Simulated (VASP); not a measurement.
# Fe (Im-3m) in VASP: further runs, part 2 of 2

VASP 6.6.1. Earlier steps stand in the parts before.

## 3. Band structure, PBEsol+rVV10+U, collinear spin, ferromagnetic start

Input file INCAR:

```
  PREC = Accurate
  ENCUT = 520
  EDIFF = 1E-6
  ISMEAR = 0
  SIGMA = 0.01
  LREAL = F
  LASPH = T
  NELM = 120
  ALGO = Normal
  ISIF = 2
  LWAVE = F
  LCHARG = F
  ISPIN = 2
  MAGMOM = 3
  LORBIT = 11
  LMAXMIX = 4
  LDAU = T
  LDAUTYPE = 2
  LDAUL = 2
  LDAUU = 3.5
  LDAUJ = 0
  LDAUPRINT = 1
  GGA = PS
  LUSE_VDW = T
  IVDW_NL = 2
  BPARAM = 20.0
  CPARAM = 0.0093
  NBANDS = 14
```

Input file KPOINTS:

```
Automatic mesh
0
Gamma
  13 13 13
```

Input file POSCAR:

```
Fe
1.0
   -1.4430000000      1.4430000000      1.4430000000
    1.4430000000     -1.4430000000      1.4430000000
    1.4430000000      1.4430000000     -1.4430000000
Fe
1
Direct
    0.0000000000      0.0000000000      0.0000000000
```

Input file KPOINTS_OPT:

```
path GHNGPH,PN
10
line-mode
reciprocal
 0.0000000000  0.0000000000  0.0000000000  G
 0.5000000000 -0.5000000000  0.5000000000  H

 0.5000000000 -0.5000000000  0.5000000000  H
 0.0000000000  0.0000000000  0.5000000000  N

 0.0000000000  0.0000000000  0.5000000000  N
 0.0000000000  0.0000000000  0.0000000000  G

 0.0000000000  0.0000000000  0.0000000000  G
 0.2500000000  0.2500000000  0.2500000000  P

 0.2500000000  0.2500000000  0.2500000000  P
 0.5000000000 -0.5000000000  0.5000000000  H

 0.2500000000  0.2500000000  0.2500000000  P
 0.0000000000  0.0000000000  0.5000000000  N
```

Potentials or basis: VASP PAW PBE potentials, release 64 (Fe).

The run is started by

```console
cat potpaw_PBE.64/Fe/POTCAR > POTCAR
mpirun -np 1 vasp_std > vasp.out
```

OUTCAR:

```text
PREC = Accurate
   ENCUT = 520
   EDIFF = 1E-6
   ISMEAR = 0
   LREAL = F
   LASPH = T
   NELM = 120
   ISIF = 2
   ISPIN = 2
   LORBIT = 11
   GGA = PS
   IVDW_NL = 2
   BPARAM = 20.0

 ion  position               nearest neighbor table
   1  0.000  0.000  0.000-

  LATTYP: Found a body centered cubic cell.
 ALAT       =     2.8860000000

  Lattice vectors:

 A1 = (  -1.4430000000,   1.4430000000,   1.4430000000)
 A2 = (   1.4430000000,  -1.4430000000,   1.4430000000)
 A3 = (   1.4430000000,   1.4430000000,  -1.4430000000)

Analysis of symmetry for initial positions (statically):
=====================================================================
 Subroutine PRICEL returns:
 Original cell was already a primitive cell.

 Routine SETGRP: Setting up the symmetry group for a
 body centered cubic supercell.

 Subroutine GETGRP returns: Found 48 space group operations
 (whereof 48 operations were pure point group operations)
 out of a pool of 48 trial point group operations.

The static configuration has the point symmetry O_h .

Analysis of symmetry for dynamics (positions and initial velocities):
=====================================================================
 Subroutine PRICEL returns:
 Original cell was already a primitive cell.

 Routine SETGRP: Setting up the symmetry group for a
 body centered cubic supercell.

 Subroutine GETGRP returns: Found 48 space group operations
 (whereof 48 operations were pure point group operations)
 out of a pool of 48 trial point group operations.

The dynamic configuration has the point symmetry O_h .

[... 1061 lines left out ...]

 VOLUME and BASIS-vectors are now :
 -----------------------------------------------------------------------------
  energy-cutoff  :      520.00
  volume of cell :       12.02
      direct lattice vectors                 reciprocal lattice vectors
    -1.443000000  1.443000000  1.443000000     0.000000000  0.346500347  0.346500347
     1.443000000 -1.443000000  1.443000000     0.346500347  0.000000000  0.346500347
     1.443000000  1.443000000 -1.443000000     0.346500347  0.346500347  0.000000000

  length of vectors
     2.499349315  2.499349315  2.499349315     0.490025489  0.490025489  0.490025489

 FORCES acting on ions
    electron-ion (+dipol)            ewald-force                    non-local-force                 convergence-correction
 -----------------------------------------------------------------------------------------------
   0.600E-15 -.304E-15 0.168E-13   -.128E-15 0.130E-14 0.238E-15   0.194E-25 0.123E-24 0.343E-24   0.113E-13 0.302E-14 -.222E-14
 -----------------------------------------------------------------------------------------------
   0.600E-15 -.304E-15 0.168E-13   -.128E-15 0.130E-14 0.238E-15   0.194E-25 0.123E-24 0.343E-24   0.113E-13 0.302E-14 -.222E-14

 POSITION                                       TOTAL-FORCE (eV/Angst)
 -----------------------------------------------------------------------------------
      0.00000      0.00000      0.00000        -0.000000     -0.000000      0.000000
 -----------------------------------------------------------------------------------
    total drift:                                0.000000      0.000000      0.000000

--------------------------------------------------------------------------------------------------------

  FREE ENERGIE OF THE ION-ELECTRON SYSTEM (eV)
  ---------------------------------------------------
  free  energy   TOTEN  =        -6.0716354619 eV

  energy  without entropy=       -6.0715317664  energy(sigma->0) =       -6.07158361

--------------------------------------------------------------------------------------------------------

--------------------------------------------------------------------------------------------------------

 KPOINTS: path GHNGPH,PN

Interpolating k-points between supplied coordinates.

 Line segments in fractional coordinates (reciprocal lattice):
    0.000000  0.000000  0.000000  ...  0.500000 -0.500000  0.500000
    0.500000 -0.500000  0.500000  ...  0.000000  0.000000  0.500000
    0.000000  0.000000  0.500000  ...  0.000000  0.000000  0.000000
    0.000000  0.000000  0.000000  ...  0.250000  0.250000  0.250000
    0.250000  0.250000  0.250000  ...  0.500000 -0.500000  0.500000
    0.250000  0.250000  0.250000  ...  0.000000  0.000000  0.500000

 Generated    10 points on each line segment, for a total of     60 k-points:

 Following reciprocal coordinates:
            Coordinates               Weight
  0.000000  0.000000  0.000000      0.016667
  0.055556 -0.055556  0.055556      0.016667
  0.111111 -0.111111  0.111111      0.016667
  0.166667 -0.166667  0.166667      0.016667
  0.222222 -0.222222  0.222222      0.016667
  0.277778 -0.277778  0.277778      0.016667
[... 52 lines left out ...]
  0.027778  0.027778  0.472222      0.016667
  0.000000  0.000000  0.500000      0.016667

 Following cartesian coordinates:
            Coordinates               Weight
  0.000000  0.000000  0.000000      0.016667
  0.000000  0.038500  0.000000      0.016667
  0.000000  0.077000  0.000000      0.016667
  0.000000  0.115500  0.000000      0.016667
  0.000000  0.154000  0.000000      0.016667
  0.000000  0.192500  0.000000      0.016667
[... 75 lines left out ...]
# of ion       s       p       d       tot
------------------------------------------
    1       -0.021  -0.095   3.101   2.985

=======================================================================

 General timing and accounting informations for this job:
 ========================================================
```

It took 38 s on 1 thread of Intel Xeon Platinum 8488C (Sapphire Rapids), shared host; peak memory 0.2 GiB.

Results:

```yaml
Free_energy: -6.0716 eV
Pressure: 0.5 GPa
Band_gap_along_the_path: none (metal or under the smearing width)
Net_moment: 2.91 μB per cell
Site_moments: Fe +2.98 μB
Valence_electrons_inside_the_program's_atomic_spheres: Fe 7.19
```

Levels at the corners of the path, in eV from the Fermi level:
Spin up:
| point | band 1 | band 2 | band 3 | band 4 | band 5 | band 6 | band 7 | band 8 | band 9 | band 10 |
| --- | --- | --- | --- | --- | --- | --- | --- | --- | --- | --- |
| Γ | -8.46 | -4.21 | -4.21 | -4.21 | -3.00 | -3.00 | 24.17 | 24.17 | 24.17 | 27.54 |
| H | -6.28 | -6.28 | -2.01 | -2.01 | -2.01 | 9.15 | 9.15 | 9.15 | 13.28 | 13.28 |
| H | -6.28 | -6.28 | -2.01 | -2.01 | -2.01 | 9.15 | 9.15 | 9.15 | 13.28 | 13.28 |
| N | -6.24 | -5.16 | -2.97 | -2.86 | -1.78 | 0.21 | 5.71 | 17.58 | 18.90 | 20.34 |
| N | -6.24 | -5.16 | -2.97 | -2.86 | -1.78 | 0.21 | 5.71 | 17.58 | 18.90 | 20.34 |
| Γ | -8.46 | -4.21 | -4.21 | -4.21 | -3.00 | -3.00 | 24.17 | 24.17 | 24.17 | 27.54 |
| Γ | -8.46 | -4.21 | -4.21 | -4.21 | -3.00 | -3.00 | 24.17 | 24.17 | 24.17 | 27.54 |
| P | -4.79 | -4.79 | -4.79 | -2.83 | -2.83 | 7.27 | 7.27 | 7.27 | 9.72 | 37.40 |
| P | -4.79 | -4.79 | -4.79 | -2.83 | -2.83 | 7.27 | 7.27 | 7.27 | 9.72 | 37.40 |
| H | -6.28 | -6.28 | -2.01 | -2.01 | -2.01 | 9.15 | 9.15 | 9.15 | 13.28 | 13.28 |
| P | -4.79 | -4.79 | -4.79 | -2.83 | -2.83 | 7.27 | 7.27 | 7.27 | 9.72 | 37.40 |
| N | -6.24 | -5.16 | -2.97 | -2.86 | -1.78 | 0.21 | 5.71 | 17.58 | 18.90 | 20.34 |
Spin down:
```tsv
point	band 1	band 2	band 3	band 4	band 5
Γ	-8.23	0.44	0.44	0.44	2.71
H	-1.94	-1.94	3.03	3.03	3.03
H	-1.94	-1.94	3.03	3.03	3.03
N	-2.98	-0.82	0.34	2.49	2.98
N	-2.98	-0.82	0.34	2.49	2.98
Γ	-8.23	0.44	0.44	0.44	2.71
Γ	-8.23	0.44	0.44	0.44	2.71
P	-1.23	-1.23	-1.23	3.03	3.03
P	-1.23	-1.23	-1.23	3.03	3.03
H	-1.94	-1.94	3.03	3.03	3.03
P	-1.23	-1.23	-1.23	3.03	3.03
N	-2.98	-0.82	0.34	2.49	2.98
```

Eigenvalues of the final occupation matrices:
| site | spin | trace | eigenvalues |
| --- | --- | --- | --- |
| site 1 d | 1 | 4.66 | 0.93 0.93 0.93 0.94 0.94 |
| site 1 d | 2 | 1.55 | 0.22 0.22 0.37 0.37 0.37 |

Caveat: the PAW data sets were made with another functional, which shifts forces and pressure a little; pairwise dispersion overbinds metals, which lowers pressure and volume; the U is typed as a test and isn't derived for this compound. The state reached can hang on the start; a lower one may exist.

## 4. Single point, PBEsol+U, collinear spin, antiferromagnetic start (cell strained at random at fixed volume)

Input file run.py:

```python
from ase.calculators.vasp import Vasp
from ase.dft.bandgap import bandgap
from ase.io import read

atoms = read('Fe.cif')
atoms.set_initial_magnetic_moments([3.0, -3.0])
calc = Vasp(
    directory='calc',
    xc='pbesol',
    pp='PBE',
    setups='recommended',
    prec='Accurate',
    encut=520,
    ediff=1e-06,
    ismear=1,
    sigma=0.1,
    lreal=False,
    lasph=True,
    nelm=150,
    algo='Fast',
    isif=2,
    lwave=False,
    lcharg=False,
    ispin=2,
    lorbit=11,
    lmaxmix=4,
    ldautype=2,
    ldauprint=1,
    ldau_luj={'Fe': {'L': 2, 'U': 3, 'J': 0.5}},
    kpts=[9, 9, 9],
    gamma=True,
    nbands=19,
)
atoms.calc = calc

print('energy (eV):', atoms.get_potential_energy())
print('free energy (eV):', atoms.get_potential_energy(force_consistent=True))
print('forces (eV/A):')
print(atoms.get_forces())
print('stress (eV/A^3, Voigt):', atoms.get_stress())
print('Fermi level (eV):', calc.get_fermi_level())
print('moment (muB):', atoms.get_magnetic_moment())
print('site moments (muB):', atoms.get_magnetic_moments())
gap, top, bottom = bandgap(calc)
print('band gap (eV):', gap, 'from (spin, k, band)', top, 'to', bottom)
```

Input file Fe.cif:

```cif
data_Fe
_cell_length_a 2.90685784
_cell_length_b 2.85934053
_cell_length_c 2.89540389
_cell_angle_alpha 88.64695861
_cell_angle_beta 91.96263376
_cell_angle_gamma 88.62456479
_space_group_name_H-M_alt 'P1'
_space_group_name_Hall 'P 1'
_space_group_IT_number 1
loop_
_space_group_symop_operation_xyz
'x,y,z'
loop_
_atom_site_label
_atom_site_type_symbol
_atom_site_symmetry_multiplicity
_atom_site_Wyckoff_symbol
_atom_site_fract_x
_atom_site_fract_y
_atom_site_fract_z
_atom_site_occupancy
Fe1 Fe 1 a 0.0000000000 0.0000000000 0.0000000000 1
Fe2 Fe 1 a 0.5000000000 0.5000000000 0.5000000000 1
```

The run is started by

```console
python run.py
```

It took 7.7 min on 1 thread of Intel Xeon Platinum 8488C (Sapphire Rapids), shared host; peak memory 0.34 GiB.

It converged, with:

```
Free energy                                           : -12.4961 eV
Pressure                                              : 4.8 GPa
Band gap on the k mesh                                : none (metal or under the smearing width)
Net moment                                            : 0.00 μB per cell
Site moments                                          : Fe +2.94, -2.94 μB
Valence electrons inside the program's atomic spheres : Fe 7.18
```

Stress tensor (GPa, compression positive):
```
 6.24 -1.40 -2.59
-1.40  2.11 -1.40
-2.59 -1.40  5.91
```

Levels at points of the mesh, in eV from the Fermi level:
Spin up:
```csv
k point,band 4,band 5,band 6,band 7,band 8,band 9,band 10,band 11,band 12,band 13
"(0.00, 0.00, 0.00)",-3.51,-3.35,-3.30,-0.35,0.01,1.11,1.54,1.84,8.61,8.85
```
Spin down:
| k point | band 4 | band 5 | band 6 | band 7 | band 8 | band 9 | band 10 | band 11 | band 12 | band 13 |
| --- | --- | --- | --- | --- | --- | --- | --- | --- | --- | --- |
| (0.00, 0.00, 0.00) | -3.51 | -3.35 | -3.30 | -0.35 | 0.01 | 1.11 | 1.54 | 1.84 | 8.61 | 8.85 |

Eigenvalues of the final occupation matrices:
```csv
site,spin,trace,eigenvalues
site 1 d,1,4.50,0.87 0.88 0.88 0.94 0.94
site 1 d,2,1.67,0.17 0.21 0.33 0.41 0.55
site 2 d,1,1.67,0.17 0.21 0.33 0.41 0.55
site 2 d,2,4.50,0.87 0.88 0.88 0.94 0.94
```

Caveat: the PAW data sets were made with another functional, which shifts forces and pressure a little; the U is typed as a test and isn't derived for this compound. The state reached can hang on the start; a lower one may exist.

## 5. Electron localisation function, revPBE+D3+U, collinear spin, ferromagnetic start

Input file INCAR:

```
PREC = Accurate
ENCUT = 520
EDIFF = 1E-6
ISMEAR = 0
SIGMA = 0.1
LREAL = F
LASPH = T
NELM = 120
ALGO = Normal
ISIF = 2
LWAVE = F
LCHARG = T
ISPIN = 2
MAGMOM = 3 3
LORBIT = 11
NUPDOWN = 3
LMAXMIX = 4
LDAU = T
LDAUTYPE = 2
LDAUL = 2
LDAUU = 4
LDAUJ = 0.5
LDAUPRINT = 1
GGA = RE
IVDW = 11
LELF = T
```

Input file Fe.cif:

```cif
data_Fe
_cell_length_a 2.88600000
_cell_length_b 2.88600000
_cell_length_c 2.88600000
_cell_angle_alpha 90.00000000
_cell_angle_beta 90.00000000
_cell_angle_gamma 90.00000000
_space_group_name_H-M_alt 'Im-3m'
_space_group_name_Hall '-I 4 2 3'
_space_group_IT_number 229
loop_
_space_group_symop_operation_xyz
'x,y,z'
'-x,-y,-z'
'-y,x,z'
'y,-x,-z'
'-x,-y,z'
'x,y,-z'
'y,-x,z'
'-y,x,-z'
'x,-y,-z'
'-x,y,z'
'-y,-x,-z'
'y,x,z'
'-x,y,-z'
'x,-y,z'
'y,x,-z'
'-y,-x,z'
'z,x,y'
'-z,-x,-y'
'z,-y,x'
'-z,y,-x'
'z,-x,-y'
'-z,x,y'
'z,y,-x'
'-z,-y,x'
'-z,x,-y'
'z,-x,y'
'-z,-y,-x'
'z,y,x'
'-z,-x,y'
'z,x,-y'
'-z,y,x'
'z,-y,-x'
'y,z,x'
'-y,-z,-x'
'x,z,-y'
'-x,-z,y'
'-y,z,-x'
'y,-z,x'
'-x,z,y'
'x,-z,-y'
'-y,-z,x'
'y,z,-x'
'-x,-z,-y'
'x,z,y'
'y,-z,-x'
'-y,z,x'
'x,-z,y'
'-x,z,-y'
'x+1/2,y+1/2,z+1/2'
'-x+1/2,-y+1/2,-z+1/2'
'-y+1/2,x+1/2,z+1/2'
'y+1/2,-x+1/2,-z+1/2'
'-x+1/2,-y+1/2,z+1/2'
'x+1/2,y+1/2,-z+1/2'
'y+1/2,-x+1/2,z+1/2'
'-y+1/2,x+1/2,-z+1/2'
'x+1/2,-y+1/2,-z+1/2'
'-x+1/2,y+1/2,z+1/2'
'-y+1/2,-x+1/2,-z+1/2'
'y+1/2,x+1/2,z+1/2'
'-x+1/2,y+1/2,-z+1/2'
'x+1/2,-y+1/2,z+1/2'
'y+1/2,x+1/2,-z+1/2'
'-y+1/2,-x+1/2,z+1/2'
'z+1/2,x+1/2,y+1/2'
'-z+1/2,-x+1/2,-y+1/2'
'z+1/2,-y+1/2,x+1/2'
'-z+1/2,y+1/2,-x+1/2'
'z+1/2,-x+1/2,-y+1/2'
'-z+1/2,x+1/2,y+1/2'
'z+1/2,y+1/2,-x+1/2'
'-z+1/2,-y+1/2,x+1/2'
'-z+1/2,x+1/2,-y+1/2'
'z+1/2,-x+1/2,y+1/2'
'-z+1/2,-y+1/2,-x+1/2'
'z+1/2,y+1/2,x+1/2'
'-z+1/2,-x+1/2,y+1/2'
'z+1/2,x+1/2,-y+1/2'
'-z+1/2,y+1/2,x+1/2'
'z+1/2,-y+1/2,-x+1/2'
'y+1/2,z+1/2,x+1/2'
'-y+1/2,-z+1/2,-x+1/2'
'x+1/2,z+1/2,-y+1/2'
'-x+1/2,-z+1/2,y+1/2'
'-y+1/2,z+1/2,-x+1/2'
'y+1/2,-z+1/2,x+1/2'
'-x+1/2,z+1/2,y+1/2'
'x+1/2,-z+1/2,-y+1/2'
'-y+1/2,-z+1/2,x+1/2'
'y+1/2,z+1/2,-x+1/2'
'-x+1/2,-z+1/2,-y+1/2'
'x+1/2,z+1/2,y+1/2'
'y+1/2,-z+1/2,-x+1/2'
'-y+1/2,z+1/2,x+1/2'
'x+1/2,-z+1/2,y+1/2'
'-x+1/2,z+1/2,-y+1/2'
loop_
_atom_site_label
_atom_site_type_symbol
_atom_site_symmetry_multiplicity
_atom_site_Wyckoff_symbol
_atom_site_fract_x
_atom_site_fract_y
_atom_site_fract_z
_atom_site_occupancy
Fe1 Fe 2 a 0.0000000000 0.0000000000 0.0000000000 1
```

Input file KPOINTS:

```
regular mesh
0
Gamma
  9 9 9
```

Input file POSCAR:

```
Fe
 1.0000000000000000
     2.8860000000000001    0.0000000000000000    0.0000000000000000
     0.0000000000000000    2.8860000000000001    0.0000000000000000
     0.0000000000000000    0.0000000000000000    2.8860000000000001
 Fe 
   2
Cartesian
  0.0000000000000000  0.0000000000000000  0.0000000000000000
  1.4430000000000001  1.4430000000000001  1.4430000000000001
```

The run is started by

```console
ase convert -i cif -o vasp Fe.cif POSCAR
cat potpaw_PBE.64/Fe/POTCAR > POTCAR
mpirun -np 1 vasp_std > vasp.out
```

It took 22 s on 1 thread of Intel Xeon Platinum 8488C (Sapphire Rapids), shared host; peak memory 0.15 GiB.

The run converged. Its results:

- Free energy: -9.8096 eV
- Pressure: -18.9 GPa
- Net moment: 3.00 μB per cell
- Site moments: Fe +1.57 μB
- Valence electrons inside the program's atomic spheres: Fe 7.21
- Dispersion energy per atom: -0.471 eV

Eigenvalues of the final occupation matrices:
```
    site  spin  trace               eigenvalues
site 1 d     1   4.00  0.72 0.72 0.72 0.92 0.92
site 1 d     2   2.29  0.16 0.16 0.65 0.65 0.65
site 2 d     1   4.00  0.72 0.72 0.72 0.92 0.92
site 2 d     2   2.29  0.16 0.16 0.65 0.65 0.65
```

Caveat: the moment is held away from its start; the PAW data sets were made with another functional, which shifts forces and pressure a little; the total moment is fixed, so each spin has its own Fermi level; the U is typed as a test and isn't derived for this compound. The state reached can hang on the start; a lower one may exist.

## 6. Overview

```csv
task,level,spin,U,fixed moment (μB),cell,k mesh,smearing,LDAUTYPE,hund's J,k mesh for the DOS,supercell matrix,pressure (GPa),moment (μB)
density of states,PBE+dDsC+U,"collinear, ferromagnetic start","Fe d U = 6 eV, J = 1.0 eV",-,volume scaled by 0.8,13 × 13 × 13,gaussian 0.05 eV,2,1,20 × 20 × 20,-,-,2.65
band structure,PBEsol+rVV10+U,"collinear, ferromagnetic start",Fe d U = 3.5 eV,-,as given,13 × 13 × 13,gaussian 0.01 eV,-,-,-,-,0.5,2.91
single point,PBEsol+U,"collinear, antiferromagnetic start","Fe d U = 3 eV, J = 0.5 eV",-,cell strained at random at fixed volume,9 × 9 × 9,methfessel-paxton 0.1 eV,2,0.5,-,"[0, 1, 1, 1, 0, 1, 1, 1, 0]",4.8,0.00
electron localisation function,revPBE+D3+U,"collinear, ferromagnetic start","Fe d U = 4 eV, J = 0.5 eV",3,as given,9 × 9 × 9,gaussian 0.1 eV,2,0.5,-,-,-18.9,3.00
```

Alike in all rows: potentials or basis VASP PAW PBE potentials, release 64 (Fe); cutoff (eV) 520.

Caveats: the U is typed as a test and isn't derived for this compound; the PAW data sets were made with another functional, which shifts forces and pressure a little (some runs); pairwise dispersion overbinds metals, which lowers pressure and volume (some runs); the moment is held away from its start (some runs); the total moment is fixed, so each spin has its own Fermi level (some runs).

Total energies depend on the potentials used, so only differences within one code and one set of settings carry meaning.
